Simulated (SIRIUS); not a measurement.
Runs of SIRIUS 7.10.0 on MgB2. The structure is cubic, space group Fd-3m (No. 227). The conventional cell has a = 5.987 Å, b = 5.987 Å, c = 5.987 Å, α = 90.00°, β = 90.00°, γ = 90.00°. Mg (site symmetry -43m) is surrounded by 12 B at 2.48 Å and 4 Mg at 2.59 Å. Around B (site symmetry -3m) lie 6 B at 2.12 Å. The cell was built by a generator and needn't be a form met in nature.

| potentials or basis | cutoff (eV) | radial cutoff for the potentials' integrals | pseudo rcut | gap on the mesh (eV) | pressure (GPa) |
| --- | --- | --- | --- | --- | --- |
| SPMS 1.0 PBE (norm-conserving) | 1152 | 6.5 bohr | 6.5 bohr | none | 0.5 |
| SG15 1.2 PBE (norm-conserving) | 1152 | 6.5 bohr | 6.5 bohr | none | 0.5 |
| in-house norm-conserving set, PBE (scalar relativistic) | 1152 | 6.5 bohr | 6.5 bohr | none | 0.3 |
| SSSP 1.3.0 PBE efficiency | 828 | - | - | none | (a) |
| GBRV 1.5 PBE (ultrasoft) | 557 | - | - | none | 0.1 |

Alike in all rows: task single point; level PBE; no spin polarisation; cell as given; k mesh 8 × 8 × 8; smearing fermi-dirac 0.05 eV.

Q: Estimate the missing entries.

A: (a) 0.0.

A k mesh can miss the band edges.

A gap of «none» marks a metal or a gap under the smearing width.

Not every run made on this cell is shown here.
